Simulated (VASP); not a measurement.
# As in VASP: relaxation of cell and atoms with r2SCAN+rVV10

Aim: the relaxation of cell and atoms of As with r2SCAN+rVV10.

All numbers are computed with VASP 6.6.1; they aren't measurements. Logs are shortened: lines on timing, memory, paths and dates and some standing lists are left out, and cuts for length are marked.

## 1. The sheet as given

The cell holds a sheet with vacuum, 2 atoms: a = 3.600 Å, b = 3.600 Å, c = 17.400 Å, α = 90.00°, β = 90.00°, γ = 120.00°.

The cell was built by a generator and needn't be a form met in nature.

## 2. Relaxation of cell and atoms, r2SCAN+rVV10

The input, INCAR:

```
SYSTEM = As
PREC = Accurate
ENCUT = 600
EDIFF = 1E-6
ISMEAR = 0
SIGMA = 0.03
LREAL = .False.
LASPH = .True.
NELM = 120
ALGO = Normal
ISIF = 3
LWAVE = .False.
LCHARG = .False.
METAGGA = R2SCAN
LMIXTAU = .True.
LUSE_VDW = .True.
IVDW_NL = 2
BPARAM = 11.95
CPARAM = 0.0093
IBRION = 2
NSW = 60
EDIFFG = -0.005
LATTICE_CONSTRAINTS = .TRUE. .TRUE. .FALSE.
KPAR = 4
```

The input, KPOINTS:

```
Automatic mesh
0
Gamma
  12 12 1
  0 0 0
```

The input, POSCAR:

```
As
1.0
    3.6000000000      0.0000000000      0.0000000000
   -1.8000000000      3.1176914500      0.0000000000
    0.0000000000      0.0000000000     17.4000000000
As
2
Direct
    0.3333330000      0.6666670000      0.4597701100
    0.6666670000      0.3333330000      0.5402298900
```

Potentials or basis: VASP PAW PBE potentials, release 64 (As).

On the command line:

```sh
cat potpaw_PBE.64/As/POTCAR > POTCAR
mpirun -np 4 vasp_std > vasp.out
```

OUTCAR:

```text
SYSTEM = As
   PREC = Accurate
   ENCUT = 600
   EDIFF = 1E-6
   ISMEAR = 0
   LREAL = .False.
   LASPH = .True.
   NELM = 120
   ISIF = 3
   METAGGA = R2SCAN
   IVDW_NL = 2
   BPARAM = 11.95
   IBRION = 2
   NSW = 60
   EDIFFG = -0.005

 ion  position               nearest neighbor table
   1  0.333  0.667  0.460-   2 2.51   2 2.51   2 2.51
   2  0.667  0.333  0.540-   1 2.51   1 2.51   1 2.51

  LATTYP: Found a hexagonal cell.
 ALAT       =     3.6000000000
 C/A-ratio  =     4.8333333333

  Lattice vectors:

 A1 = (   3.6000000000,   0.0000000000,   0.0000000000)
 A2 = (  -1.8000000000,   3.1176914500,   0.0000000000)
 A3 = (   0.0000000000,   0.0000000000,  17.4000000000)

Analysis of symmetry for initial positions (statically):
=====================================================================
 Subroutine PRICEL returns:
 Original cell was already a primitive cell.

 Routine SETGRP: Setting up the symmetry group for a
 hexagonal supercell.

 Subroutine GETGRP returns: Found 12 space group operations
 (whereof 12 operations were pure point group operations)
 out of a pool of 24 trial point group operations.

The static configuration has the point symmetry D_3d.

Analysis of symmetry for dynamics (positions and initial velocities):
=====================================================================
 Subroutine PRICEL returns:
 Original cell was already a primitive cell.

 Routine SETGRP: Setting up the symmetry group for a
 hexagonal supercell.

 Subroutine GETGRP returns: Found 12 space group operations
 (whereof 12 operations were pure point group operations)
 out of a pool of 24 trial point group operations.

The dynamic configuration has the point symmetry D_3d.

 Subroutine INISYM returns: Found 12 space group operations
 (whereof 12 operations are pure point group operations),
 and found     1 'primitive' translations

----------------------------------------------------------------------------------------

                                     Primitive cell

  volume of cell :     195.2922

  direct lattice vectors                    reciprocal lattice vectors
     3.600000000  0.000000000  0.000000000     0.277777778  0.160375075  0.000000000
    -1.800000000  3.117691450  0.000000000     0.000000000  0.320750150  0.000000000
     0.000000000  0.000000000 17.400000000     0.000000000  0.000000000  0.057471264

  length of vectors
     3.600000000  3.599999997 17.400000000     0.320750150  0.320750150  0.057471264

  position of ions in fractional coordinates (direct lattice)
     0.333333000  0.666667000  0.459770110
     0.666667000  0.333333000  0.540229890

  ion indices of the primitive-cell ions
   primitive index   ion index
                 1           1
                 2           2

----------------------------------------------------------------------------------------

 KPOINTS: Automatic mesh

Automatic generation of k-mesh.
 Grid dimensions read from file:
 generate k-points for:   12   12    1

 Generating k-lattice:

  Cartesian coordinates                     Fractional coordinates (reciprocal lattice)
     0.023148148  0.013364590  0.000000000     0.083333333  0.000000000  0.000000000
     0.000000000  0.026729179  0.000000000     0.000000000  0.083333333  0.000000000
     0.000000000  0.000000000  0.057471264     0.000000000  0.000000000  1.000000000

  Length of vectors
     0.026729179  0.026729179  0.057471264

  Shift w.r.t. Gamma in fractional coordinates (k-lattice)
     0.000000000  0.000000000  0.000000000

 Subroutine IBZKPT returns following result:
 ===========================================

 Found     19 irreducible k-points:

 Following reciprocal coordinates:
            Coordinates               Weight
  0.000000  0.000000  0.000000      1.000000
  0.083333  0.000000  0.000000      6.000000
  0.166667  0.000000  0.000000      6.000000
  0.250000 -0.000000  0.000000      6.000000
  0.333333  0.000000  0.000000      6.000000
  0.416667  0.000000  0.000000      6.000000
[... 11 lines left out ...]
  0.333333  0.250000  0.000000     12.000000
  0.333333  0.333333  0.000000      2.000000
   k-points           NKPTS =     19   k-points in BZ     NKDIM =     19   number of bands    NBANDS=      9
   number of dos      NEDOS =    301   number of ions     NIONS =      2
   total plane-waves  NPLWV = 126000
   dimension x,y,z NGX =    30 NGY =   30 NGZ =  140
   dimension x,y,z NGXF=    60 NGYF=   60 NGZF=  280
   ions per type =               2
   NGX,Y,Z   is equivalent  to a cutoff of  13.85, 13.85, 13.38 a.u.
   NGXF,Y,Z  is equivalent  to a cutoff of  27.71, 27.71, 26.75 a.u.
 SYSTEM =  As
   PREC   = accura    normal or accurate (medium, high low for compatibility)
   ISTART =      0    job   : 0-new  1-cont  2-samecut
   ICHARG =      2    charge: 1-file 2-atom 10-const
   ISPIN  =      1    spin polarized calculation?
   LNONCOLLINEAR =      F non collinear calculations
   LSORBIT =      F    spin-orbit coupling
   LASPH  =      T    aspherical Exc in radial PAW
   ENCUT  =  600.0 eV  44.10 Ry    6.64 a.u.   7.19  7.19 34.75*2*pi/ulx,y,z
   NELM   =    120;   NELMIN=  2; NELMDL= -5     # of ELM steps
   EDIFF  = 0.1E-05   stopping-criterion for ELM
   LREAL  =      F    real-space projection
   EDIFFG = -.5E-02   stopping-criterion for IOM
   NSW    =     60    number of steps for IOM
   IBRION =      2    ionic relax: 0-MD 1-quasi-New 2-CG
   NFREE  =      1    steps in history (QN), initial steepest desc. (CG)
   ISIF   =      3    stress and relaxation
   ISYM   =      2    0-nonsym 1-usesym 2-fastsym
   POTIM  = 0.5000    time-step for ionic-motion
   TEBEG  =    0.0;   TEEND  =   0.0 temperature during run
   PSTRESS=    0.0 pullay stress
   NELECT =      10.0000    total number of electrons
   NUPDOWN=      -1.0000    fix difference up-down
   EMIN   =  10.00;   EMAX   =-10.00  energy-range for DOS
   EFERMI =   0.00;   METHOD = LEGACY
   ISMEAR =     0;   SIGMA  =   0.03  broadening in eV -4-tet -1-fermi 0-gaus
   EFERMI_NEDOS =   21; number of points for ismear=-14 and -15
   IALGO  =     38    algorithm
   IMIX   =      4    mixing-type and parameters
     AMIX     =   0.40;   BMIX     =  1.00
     AMIX_MAG =   1.60;   BMIX_MAG =  1.00
  volume/ion in A,a.u.               =      97.65       658.95
  Fermi-wavevector in a.u.,A,eV,Ry     =   0.607920  1.148803  5.028263  0.369567
  Thomas-Fermi vector in A             =   1.662559
   LORBIT       =      0    0 simple, 1 ext, 2 COOP (PROOUT), +10 PAW based schemes
   METAGGA = R2SCAN    functional components
   LHFCALC =     F    Hartree Fock is set to
   AEXX    =    0.0000 exact exchange contribution
   IVDW_NL    =     2    kernel type
   BPARAM     =11.9500
   IVDW    =     0    specifies the selected vdW correction
   LEPSILON=     F    determine dielectric tensor
   LRPA    =     F    only Hartree local field effects (RPA)
 conjugate gradient relaxation of ions
 non-spin polarized calculation
 Gauss-broadening in eV      SIGMA  =   0.03
  energy-cutoff  :      600.00
  volume of cell :      195.29
 maximum number of plane-waves:      6540
 NGX is ok and might be reduce to    30
   NGX = 15   NGY = 15   NGZ = 69

--------------------------------------- Ionic step        1  -------------------------------------------

 number of electron      10.0000000 magnetization

 number of electron       9.9999999 magnetization

 Free energy of the ion-electron system (eV)
  ---------------------------------------------------
  ext. energy  EPLUGINS =         0.00000000
  ---------------------------------------------------
  free energy    TOTEN  =       -28.98660333 eV

  energy without entropy =      -28.98660333  energy(sigma->0) =      -28.98660333

------------------------ aborting loop because EDIFF is reached ----------------------------------------

  FORCE on cell =-STRESS in cart. coord.  units (eV):
  Direction    XX          YY          ZZ          XY          YZ          ZX
  --------------------------------------------------------------------------------------
  -------------------------------------------------------------------------------------
  Total       -0.6763695     -0.6763695     -0.5923646      0.0000000      0.0000000      0.0000000
  in kB       -5.5489357     -5.5489357     -4.8597600      0.0000000      0.0000000      0.0000000
  external PRESSURE =      -5.3192104 kB  Pullay stress =       0.0000000 kB

 VOLUME and BASIS-vectors are now :
 -----------------------------------------------------------------------------
  energy-cutoff  :      600.00
  volume of cell :      195.29
      direct lattice vectors                 reciprocal lattice vectors
     3.600000000  0.000000000  0.000000000     0.277777778  0.160375075  0.000000000
    -1.800000000  3.117691450  0.000000000     0.000000000  0.320750150  0.000000000
     0.000000000  0.000000000 17.400000000     0.000000000  0.000000000  0.057471264
[... 217 lines left out ...]
 POSITION                                       TOTAL-FORCE (eV/Angst)
 -----------------------------------------------------------------------------------
     -0.00000      2.05717      8.01123         0.000000      0.000000     -0.005127
      1.78156      1.02858      9.38877        -0.000000      0.000000      0.005127
 -----------------------------------------------------------------------------------
    total drift:                                0.000000     -0.000000      0.000000

  FREE ENERGIE OF THE ION-ELECTRON SYSTEM (eV)
  ---------------------------------------------------
  free  energy   TOTEN  =       -28.9983752468 eV

  energy  without entropy=      -28.9983752468  energy(sigma->0) =      -28.99837525

--------------------------------------- Ionic step        8  -------------------------------------------

 number of electron      10.0000001 magnetization

 Free energy of the ion-electron system (eV)
  ---------------------------------------------------
  ext. energy  EPLUGINS =         0.00000000
  ---------------------------------------------------
  free energy    TOTEN  =       -28.99837794 eV

  energy without entropy =      -28.99837794  energy(sigma->0) =      -28.99837794

 E-fermi :  -3.3191     XC(G=0):  -2.9659

 val. band max:       -3.4562199989   @ k =   0.0000   0.0000   0.0000
 cond. band min:      -1.5388368103   @ k =   0.3333   0.0000   0.0000
 fundamental gap:      1.9173831885
 Fermi energy:        -3.3190828682

 k-point     1 :       0.0000    0.0000    0.0000
  band No.  band energies     occupation
      1     -17.7340      2.00000
      2     -10.8148      2.00000
      3      -4.0140      2.00000
      4      -3.4563      2.00000
      5      -3.4562      2.00000
      6      -0.9188      0.00000
      7       0.3689      0.00000
      8       0.3690      0.00000
      9       2.0508      0.00000

 k-point     2 :       0.0833    0.0000    0.0000
  band No.  band energies     occupation
      1     -17.6336      2.00000
      2     -10.7931      2.00000
      3      -4.3696      2.00000
      4      -3.9661      2.00000
      5      -3.6814      2.00000
      6      -0.3711      0.00000
      7       0.3543      0.00000
      8       0.6039      0.00000
      9       2.1871      0.00000
[... 224 lines left out ...]
 POSITION                                       TOTAL-FORCE (eV/Angst)
 -----------------------------------------------------------------------------------
     -0.00000      2.05720      8.01121        -0.000000     -0.000000     -0.004402
      1.78159      1.02860      9.38879         0.000000      0.000000      0.004402
 -----------------------------------------------------------------------------------
    total drift:                               -0.000000      0.000000      0.000000

  FREE ENERGIE OF THE ION-ELECTRON SYSTEM (eV)
  ---------------------------------------------------
  free  energy   TOTEN  =       -28.9983779429 eV

  energy  without entropy=      -28.9983779429  energy(sigma->0) =      -28.99837794

 reached required accuracy - stopping structural energy minimisation
```

Wall time 54 min (4 MPI ranks of Intel Xeon Platinum 8375C at 2.90GHz (Ice Lake), shared host); peak memory 0.86 GiB.

Results:

```
Free energy                            : -28.9984 eV
Relaxed volume                         : 95.66 Å³/atom
Relaxed cell                           : a = 3.563 Å, b = 3.563 Å, c = 17.400 Å, α = 90.00°, β = 90.00°, γ = 120.00°
Space group after relaxing (to 0.05 Å) : P-3m1 (No. 164)
Energy gained by relaxing              : 5.9 meV/atom
Ionic steps                            : 8
Largest force after relaxing           : 0.004 eV/Å
Band gap on the k mesh                 : 1.92 eV, indirect (least direct gap 2.46 eV)
```

Forces in eV/Å, atoms in the order of the input:
```
As   0.000  0.000 -0.004
As   0.000  0.000  0.004
```

The path:
```csv
step,energy change (eV),largest force (eV/Å),pressure (GPa),volume (Å³)
1,0.0000,0.4184,-0.53,195.29
2,-0.0058,0.3421,0.40,188.97
3,-0.0117,0.0171,-0.01,191.54
4,-0.0117,0.0080,-0.02,191.62
5,-0.0118,0.0049,-0.01,191.44
6,-0.0117,0.0076,-0.01,191.41
7,-0.0118,0.0051,0.00,191.31
8,-0.0118,0.0044,0.00,191.32
```

Final structure:
```
As
1.0
     3.56317    0.00000    0.00000
    -1.78159    3.08580    0.00000
     0.00000    0.00000   17.40000
As
2
Direct
  0.33333 0.66667 0.46041
  0.66667 0.33333 0.53959
```

Caveat: the PAW data sets were made with another functional, which shifts forces and pressure a little.
